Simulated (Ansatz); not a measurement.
# SbSe: from a trial structure to a relaxed crystal

Theory: Ansatz 0.2.0, DFT PBE, scalar-relativistic, plane waves, PAW. Cutoff 420 eV, Γ-centred k mesh, Gaussian smearing, no spin polarisation in the final step.

The start puts SbSe on the wurtzite structure type (P6_3mc, No. 186), with Sb in place of Zn, Se in place of O, at a guessed volume.

```yaml
crystal:
  lattice:
    - [4.40776, 0.00000, 0.00000]
    - [-2.20388, 3.81723, 0.00000]
    - [0.00000, 0.00000, 7.05888]
  atoms:
    - { symbol: Sb, position: [0.33333, 0.66667, 0.00000] }
    - { symbol: Sb, position: [0.66667, 0.33333, 0.50000] }
    - { symbol: Se, position: [0.33333, 0.66667, 0.38210] }
    - { symbol: Se, position: [0.66667, 0.33333, 0.88210] }
```

Cell and atoms relax at zero pressure; the relaxation can't lower the symmetry of the start. After a coarse first stage the cell is made exact in the group found at 0.06 Å.

Formation energies are uncorrected and refer to the elements' standard structures at the same level.

Problem. What does it relax into?

Solution. It ends in P6_3/mmc (No. 194). Conventional cell: a = 5.041 Å, c = 5.998 Å. Sb is coordinated by 5 Se at 2.91–3.00 Å; around Se lie 5 Sb at 2.91–3.00 Å.

Space group P6_3/mmc (No. 194). a = 5.041 Å, b = 5.041 Å, c = 5.998 Å, α = 90.00°, β = 90.00°, γ = 120.00°
```tsv
atom	site	symmetry	x	y	z
Sb	2d	-6m2	0.3333	0.6667	0.7500
Se	2c	-6m2	0.3333	0.6667	0.2500
```

Problem. What are its volume, energy, density and gap?

Solution. The volume per atom is 33.00 Å³, the density is 5.05 g/cm³ and the energy over the elements is 0.15 eV/atom. The gap on the 12×12×8 mesh is 0 eV (a metal).

The final run used a 12×12×8 mesh on its 4-atom cell and 0.10 eV smearing. The k mesh leaves about 4 meV/atom of noise in metals. Spin–orbit coupling is left out. Symmetry constrained the relaxation, so the result can be a saddle point.

Cost: 3 runs of about 7.3 core-minutes in all, on AMD EPYC 7R43 (Zen 3) (shared hosts).